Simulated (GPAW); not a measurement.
# TePb (Pnma) in GPAW: single point with PBE

Aim: the single point of TePb with PBE.

Program: GPAW 26.7.0. These are calculated values, not measurements. Logs are shortened: lines on timing, memory, paths and dates and some standing lists are left out, and cuts for length are marked. The log counts tension as positive stress, the text compression.

## 1. The cell of the first run

The structure is orthorhombic, space group Pnma (No. 62). The conventional cell has a = 7.812 Å, b = 4.571 Å, c = 7.915 Å, α = 90.00°, β = 90.00°, γ = 90.00°. Pb (site symmetry m) is surrounded by 6 Te at 3.28 to 3.29 Å. Te (site symmetry m) has 6 Pb at 3.28 to 3.29 Å as nearest neighbours.

The cell comes from a database or a generator and needn't be the stable form of this composition.

## 2. Single point, PBE (strain = -0.02)

run.py

```python
from ase.dft.bandgap import bandgap
from ase.io import read, write
from ase.units import GPa
from gpaw import GPAW, PW

atoms = read('TePb.xyz')

calc = GPAW(mode=PW(600),
            xc='PBE',
            kpts={'size': (3, 5, 3), 'gamma': True},
            occupations={'name': 'fermi-dirac', 'width': 0.05},
            nbands=62,
            convergence={'density': 1e-05, 'energy': 1e-05},
            maxiter=150,
            txt='gpaw.txt')
atoms.calc = calc
energy = atoms.get_potential_energy()
forces = atoms.get_forces()
stress = atoms.get_stress()
calc.write('gs.gpw')
write('result.traj', atoms)
print(f'Energy: {energy:.6f} eV')
print('Forces (eV/A):')
print(forces.round(4))
print('Stress (GPa):', (stress / GPa).round(3))
print('Fermi level:', round(calc.get_fermi_level(), 4), 'eV')
print(f'Gap: {bandgap(calc)[0]:.4f} eV, direct: {bandgap(calc, direct=True)[0]:.4f} eV')
```

TePb.xyz

```xyz
8
Lattice="7.8123037300 0.0000000000 0.0000000000 0.0000000000 4.5705828900 0.0000000000 0.0000000000 0.0000000000 7.9149684600" Properties=species:S:1:pos:R:3 pbc="T T T"
Pb     7.8003358275      1.1426457225      1.9886747672
Pb     3.8941839625      1.1426457225      1.9688094628
Pb     3.9181197675      3.4279371675      5.9461589972
Pb     0.0119679025      3.4279371675      5.9262936928
Te     5.8677700048      1.1426457225      7.2549946449
Te     1.9616181398      1.1426457225      4.6174580451
Te     5.8506855902      3.4279371675      3.2975104149
Te     1.9445337252      3.4279371675      0.6599738151
```

Potentials or basis: GPAW PAW data sets (gpaw-data 1.2.1), pw.

On the command line:

```sh
> OMP_NUM_THREADS=1 python run.py
```

gpaw.txt:

```text
__  _  _
 | _ |_)|_||  |
 |__||  | ||/\| - 26.7.0

Input parameters:
  mode=PW(ecut=600.0),
  convergence={'density': 1e-05, 'energy': 1e-05},
  kpts=MonkhorstPack(size=(3, 5, 3), gamma=True),
  maxiter=150,
  nbands=62,
  occupations=Occupations(name='fermi-dirac', width=0.05),
  xc=XC(name='PBE')

Diagonalizing LCAO Hamiltonian
Converting LCAO to pw mode
    .------------------.
   /|                  |
  / |                  |
 * Pb        Pb Te     |
 |  |                  |
 |  |                  |
 |  |  Te              |
 |  |            Te    |
 |  |                  |
 |  |                  |
 |  .---Te-Pb--------Pb.
 | /                  /
 |/                  /
 *------------------*

Atoms  # Å, Bohr magnetons
|   | symbol |        x |        y |        z |    initial magnetic moments |
|---|--------|----------|----------|----------|-----------------------------|
| 0 |     Pb | 7.800336 | 1.142646 | 1.988675 | ( 0.0000,  0.0000,  0.0000) |
| 1 |     Pb | 3.894184 | 1.142646 | 1.968809 | ( 0.0000,  0.0000,  0.0000) |
| 2 |     Pb | 3.918120 | 3.427937 | 5.946159 | ( 0.0000,  0.0000,  0.0000) |
| 3 |     Pb | 0.011968 | 3.427937 | 5.926294 | ( 0.0000,  0.0000,  0.0000) |
| 4 |     Te | 5.867770 | 1.142646 | 7.254995 | ( 0.0000,  0.0000,  0.0000) |
| 5 |     Te | 1.961618 | 1.142646 | 4.617458 | ( 0.0000,  0.0000,  0.0000) |
| 6 |     Te | 5.850686 | 3.427937 | 3.297510 | ( 0.0000,  0.0000,  0.0000) |
| 7 |     Te | 1.944534 | 3.427937 | 0.659974 | ( 0.0000,  0.0000,  0.0000) |

Unit cell  # Å
| periodic |        x |        y |        z |  lengths |    angles |
|----------|----------|----------|----------|----------|-----------|
|      yes | 7.812304 | 0.000000 | 0.000000 | 7.812304 | 90.000000 |
|      yes | 0.000000 | 4.570583 | 0.000000 | 4.570583 | 90.000000 |
|      yes | 0.000000 | 0.000000 | 7.914968 | 7.914968 | 90.000000 |

Number of symmetries: 2
Symmetry operations  # r_c * U_cc + t_c -> r_c
|   | kind |            matrix            |
|---|------|------------------------------|
| 0 |  E   |  1, 0, 0,  0, 1, 0,  0, 0, 1 |
| 1 |  i   | -1, 0, 0,  0,-1, 0,  0, 0,-1 |

BZ-sampling:
  Number of BZ points: 45
  Number of IBZ points: 23

  Monkhorst-Pack size: [3, 5, 3]
  Monkhorst-Pack shift: [0, 0, 0]

K-points  # in reciprocal-cell coordinates
|     |                                coordinates |     weight |
|-----|--------------------------------------------|------------|
|   0 | (  0.00000000,   0.00000000,   0.00000000) | 0.02222222 |
|   1 | (  0.00000000,   0.00000000,   0.33333333) | 0.04444444 |
|   2 | (  0.00000000,   0.20000000,  -0.33333333) | 0.04444444 |
|   3 | (  0.00000000,   0.20000000,   0.00000000) | 0.04444444 |
|   4 | (  0.00000000,   0.20000000,   0.33333333) | 0.04444444 |
|   5 | (  0.00000000,   0.40000000,  -0.33333333) | 0.04444444 |
|   6 | (  0.00000000,   0.40000000,   0.00000000) | 0.04444444 |
|   7 | (  0.00000000,   0.40000000,   0.33333333) | 0.04444444 |
|   8 | (  0.33333333,  -0.40000000,  -0.33333333) | 0.04444444 |
|   9 | (  0.33333333,  -0.40000000,   0.00000000) | 0.04444444 |
| ... |                                            |            |
|  22 | (  0.33333333,   0.40000000,   0.33333333) | 0.04444444 |

Plane wave coefficients: 9460
Cutoff: 600.0 eV

Spin-components: 1 (collinear spins)
Bands:           62
Projectors:      44
Spin-degeneracy: 2
Datatype:        complex128

Parallelization:
  kpt:    1
  domain: 1
  band:   1

Density:
  Valence electrons: 80.0
  Components: 1
  Grid points: [45 27 45]
  Charge: 0.0  # |e|

Potential:
  Grid points: [45 27 45]

species:
  Pb:
    name:    Lead
    Z:       82.0
    valence: 14
    core:    68
    charge:  0.0  # [|e|]
    compensation charges:
      type: gauss
      rc: 0.38  # [Å]
      lmax: 2
    cutoffs:
      filter: 2.36  # [Å]
      core: 2.43  # [Å]
    projectors
    | kind |    occ | energy [eV] | rcut [Å] |
    |------|--------|-------------|----------|
    |   6s |  2.000 |     -11.969 |    1.259 |
    |   6p |  2.000 |      -3.506 |    1.275 |
    |   5d | 10.000 |     -21.211 |    1.217 |
    |    s |        |      15.243 |    1.259 |
    |    p |        |      23.705 |    1.275 |
    |    d |        |       6.001 |    1.217 |

    Using partial waves for Pb as LCAO basis

  Te:
    name:    Tellurium
    Z:       52.0
    valence: 6
    core:    46
    charge:  0.0  # [|e|]
    compensation charges:
      type: gauss
      rc: 0.36  # [Å]
      lmax: 2
    cutoffs:
      filter: 2.09  # [Å]
      core: 3.17  # [Å]
    projectors
    | kind |    occ | energy [eV] | rcut [Å] |
    |------|--------|-------------|----------|
    |   5s |  2.000 |     -15.089 |    1.180 |
    |   5p |  4.000 |      -5.955 |    1.196 |
    |    s |        |      12.123 |    1.180 |
    |    p |        |      21.256 |    1.196 |
    |    d |        |       0.000 |    1.238 |

    Using partial waves for Te as LCAO basis

Reference energy: -3008260.587192  # eV

eigensolver:
  PPCG
  Converge bands: occupied
  niter=2

density mixing:
  MSR1-Mixer
  Pratt-step length: 0.05
  Maximum mixing coefficient: 0.75
  Old densities: 10
  SVD Regularization: 0.005
  Good broyden scale: 1.0
  Trust region scale: 1.0
  Backstep threshold: 4.0
  History deletion threshold: 6.0
  Fourier metric: weight=20.0, sigma=0.015

occupation numbers:
  Fermi-Dirac:
    width: 0.0500  # eV

poisson solver:
  ecut: 4800.0  # eV

xc functional:
  name: PBE with 2 nearest neighbor stencil

convergence criteria:
- Maximum integral of absolute [dens]ity change: 1e-05 electrons / valence electron
- Maximum [total energy] change in last 3 cyles: 1e-05 eV / valence electron
- Maximum integral of absolute [eigenst]ate change: 4e-08 eV^2 / valence electron
maximum number of iterations: 150

SCF iterations
|iter     | |      energy | eigst |  dens |
|---------|-|-------------|-------|-------|
|iter:   1| |  -31.446200 | +0.09 |       |
|iter:   2| |  -31.372538 | -1.47 | -1.32 |
|iter:   3| |  -30.953561 | -1.65 | -1.37 |
|iter:   4| |  -30.959049 | -3.15 | -1.85 |
|iter:   5| |  -30.961632 | -3.92 | -2.26 |
|iter:   6| |  -30.961836 | -4.83 | -3.11 |
|iter:   7| |  -30.961798c| -5.51 | -3.42 |
|iter:   8| |  -30.961803c| -6.46 | -3.79 |
|iter:   9| |  -30.961803c| -7.21 | -4.38 |
|iter:  10| |  -30.961803c| -7.59c| -4.92 |
|iter:  11| |  -30.961803c| -7.85c| -5.41c|

Converged in 11 steps
Energy contributions relative to reference atoms: (reference = -3008260.587192)

Energy contributions:
  Kinetic:          69.556474
  Coulomb:         -72.621308
  Zero:              0.577402
  External:          0.000000
  Xc:              -28.471704
  Entropy:          -0.005334
  Spinorbit:         0.000000
  ----------------------------
  Free energy:     -30.964471
  Extrapolated:    -30.961803

dipole moment: (-0.000420, -0.000246, -0.000425)  # |e|*Ang

Fermi level: 5.661
Eigenvalues  # (at kpt = [0.000, 0.000, 0.000])
| band index |      eig [eV] | occ [0-2] |
|------------|---------------|-----------|
|          0 |       -11.623 |     2.000 |
|        ... |               |           |
|         33 |         3.903 |     2.000 |
|         34 |         4.352 |     2.000 |
|         35 |         4.408 |     2.000 |
|         36 |         4.460 |     2.000 |
|         37 |         4.461 |     2.000 |
|         38 |         4.639 |     2.000 |
[... 8 lines left out ...]
|         47 |         7.897 |     0.000 |
|         48 |         9.293 |     0.000 |
|        ... |               |           |
|         61 |        13.785 |     0.000 |

No gap
No difference between direct/indirect transitions

Forces  # eV/Ang
|        x |        y |        z |
|----------|----------|----------|
|  0.00359 | -0.00009 | -0.00294 |  # Pb   0
|  0.00336 | -0.00009 |  0.00311 |  # Pb   1
| -0.00336 |  0.00009 | -0.00311 |  # Pb   2
| -0.00359 |  0.00009 |  0.00294 |  # Pb   3
| -0.00140 | -0.00004 |  0.00031 |  # Te   4
| -0.00217 | -0.00004 | -0.00048 |  # Te   5
|  0.00217 |  0.00004 |  0.00048 |  # Te   6
|  0.00140 |  0.00004 | -0.00031 |  # Te   7

Stress tensor  # eV/Ang^3
|         x |         y |         z |
|-----------|-----------|-----------|
| -0.005522 |  0.000000 | -0.000000 |
|  0.000000 | -0.003133 | -0.000000 |
| -0.000000 | -0.000000 | -0.002329 |

# Writing to gs.gpw (mode='')
```

It took 5 min on 1 thread of Arm Neoverse V1, shared host; peak memory 0.53 GiB.

Results:

* Free energy: -30.9645 eV
* Pressure: 0.6 GPa
* Largest force: 0.005 eV/Å
* Band gap on the k mesh: none (metal or under the smearing width)

Forces on the atoms (eV/Å):
```
Pb   0.004  0.000 -0.003
Pb   0.003  0.000  0.003
Pb  -0.003  0.000 -0.003
Pb  -0.004  0.000  0.003
Te  -0.001  0.000  0.000
Te  -0.002  0.000  0.000
Te   0.002  0.000  0.000
Te   0.001  0.000  0.000
```

Caveat: the density grid can change from cell to cell, which puts small steps into energies and stress. The run has no spin-orbit coupling, so splittings on Pb, Te are missing.
